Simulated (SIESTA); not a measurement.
Co:

```
CELL_PARAMETERS angstrom
2.48736 0.00000 0.00000
-1.24368 2.15412 0.00000
0.00000 0.00000 4.06329
ATOMIC_POSITIONS crystal
Co 0.33333 0.66667 0.74014
Co 0.66667 0.33333 0.25986
```

Base run:

```yaml
Program: SIESTA 5.4.2
Functional: PBEsol
Potentials_or_basis: PseudoDojo 0.4 standard (PBEsol files)
Basis: DZP (energy shift 0.003 Ry; two zetas on semicore shells)
Grid_cutoff: 800 Ry
Energy_shift: 0.003 Ry
k_mesh: 12 × 12 × 7
Occupations: fermi-dirac, width 0.05 eV
Spin: collinear spin, ferromagnetic start
Starting_moments: "[2.0, 2.0] μB"
```

Its results: band gap on the k mesh none (metal or under the smearing width); pressure -9.7 GPa; net moment 3.26 μB per cell; site moments Co +1.63 μB; largest force 0.513 eV/Å.

**Question.** The run is repeated on the same cell with these changes: functional from PBEsol to LDA; potentials or basis from PseudoDojo 0.4 standard (PBEsol files) to PseudoDojo 0.4 standard (LDA files). What comes out?

**Answer.** Band gap on the k mesh none (metal or under the smearing width); pressure -18.0 GPa; net moment 3.12 μB per cell; site moments Co +1.56 μB; largest force 0.484 eV/Å.

Caveats: short orbitals over semicore shells can move pressures by several GPa; the basis of atomic orbitals isn't converged, which shifts pressures, moduli and gaps.

Not every run made on this cell is shown here.
